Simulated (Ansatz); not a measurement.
Crystal: TiSi2.

```
Ti Si
1.0
     1.76511   -6.75928    0.00000
     1.76511    6.75928    0.00000
     0.00000    0.00000    3.56517
Ti Si
2 4
Cartesian
  1.7651 5.3653 0.8913
  1.7651 -5.3653 2.6739
  1.7651 -3.3839 0.8913
  1.7651 3.3839 2.6739
  1.7651 0.7875 0.8913
  1.7651 -0.7875 2.6739
```

The cell comes from a database or a generator and needn't be the stable form of this composition.

Program: Ansatz 0.2.0. Alike in all runs: task band structure; potentials or basis Ansatz PAW; no spin polarisation; cell as given; k mesh 8 × 8 × 8; cutoff (eV) 500; smearing fermi-dirac 0.05 eV.

Order these runs on this cell by their pressure, lowest first.
A. level r2SCAN+U; U Ti d U = 2 eV; hubbard projectors ortho-atomic (the default); double counting fll (the default)
B. level r2SCAN+U; U Ti d U = 6 eV; hubbard projectors ortho-atomic (the default); double counting fll (the default)
C. level r2SCAN
D. level r2SCAN+U; U Ti d U = 8 eV; hubbard projectors ortho-atomic (the default); double counting fll (the default)
E. level r2SCAN+U; U Ti d U = 4 eV; hubbard projectors ortho-atomic (the default); double counting fll (the default)

C (-0.2 GPa), A (1.5 GPa), E (3.5 GPa), B (6.5 GPa), D (11.1 GPa).

Caveats: the PAW data sets come from PBE, with cores solved anew for the run's functional, which leaves a small shift of forces and pressure; U without spin polarisation on a metal has little footing (some runs); the U is typed as a test and isn't derived for this compound (some runs).
